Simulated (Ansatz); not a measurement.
Clean, relaxed (100) surface of TiB₂, space group P6/mmm (No. 191) (top face towards +c; held atoms: 1, 2, 3, 4, 5, 6, 7, 8, 9, 10, 11, 12, 13, 14, 15, 16):

```xyz
36
Lattice="6.0636 0.0000 0.0000 0.0000 6.4485 0.0000 0.0000 0.0000 23.0017" Properties=species:S:1:pos:R:3 pbc="T T T"
B     3.0318    1.6121    8.0000
B     3.0318    4.8363    8.0000
B     0.0000    1.6121    8.0000
B     0.0000    4.8363    8.0000
Ti    1.5159    0.0000    8.8752
Ti    1.5159    3.2242    8.8752
Ti    4.5477    0.0000    8.8752
Ti    4.5477    3.2242    8.8752
B     3.0318    1.6121    9.7504
B     3.0318    4.8363    9.7504
B     0.0000    1.6121    9.7504
B     0.0000    4.8363    9.7504
B     4.5477    1.6121   10.6256
B     4.5477    4.8363   10.6256
B     1.5159    1.6121   10.6256
B     1.5159    4.8363   10.6256
Ti    3.0318    0.0000   11.5109
Ti    3.0318    3.2242   11.5109
Ti    0.0000    0.0000   11.5109
Ti    0.0000    3.2242   11.5109
B     4.5477    1.6121   12.3882
B     4.5477    4.8363   12.3882
B     1.5159    1.6121   12.3882
B     1.5159    4.8363   12.3882
B     0.0000    1.6121   13.2562
B     0.0000    4.8363   13.2562
B     3.0318    1.6121   13.2562
B     3.0318    4.8363   13.2562
Ti    4.5477    0.0000   14.2168
Ti    4.5477    3.2242   14.2168
Ti    1.5159    0.0000   14.2168
Ti    1.5159    3.2242   14.2168
B     0.0000    1.6121   14.9395
B     0.0000    4.8363   14.9395
B     3.0318    1.6121   14.9395
B     3.0318    4.8363   14.9395
```

Theory: DFT PBE, scalar-relativistic, plane waves, PAW in Ansatz. Cutoff 420 eV; k points 3×3×1 on the computed 39-atom cell (Γ-centred); Gaussian smearing, width 0.10 eV; no spin polarisation. A dipole correction removes the field between periodic images along c.

HCN is put on the top face, one molecule per 39.1 Å², and relaxed from 2 starts; the cell is lengthened along c to keep the vacuum. E_ads is per molecule, from the clean relaxed slab and the free relaxed molecule; negative means bound; no zero-point or thermal terms, forces under 0.04 eV/Å, and the free molecule is spin-polarised where open-shell. Heights count from the highest slab atom. Δp counts per cell along +c.

```
                                        start E_ads (eV) molecule lowest atom's height (Å) shortest contact  Δφ top (eV)  Δp (e·Å)
flat, lowest atom C over a hollow B-B-Ti site       -0.07     whole                      3.93        H–B 4.22 Å         0.00    -0.001
     upright, lowest atom N over a top B site        0.08     whole                      3.86        N–B 3.86 Å        -2.55    +0.551
```

Each end is the local minimum that its start leads to. This functional has no dispersion correction, so weak binding is underestimated.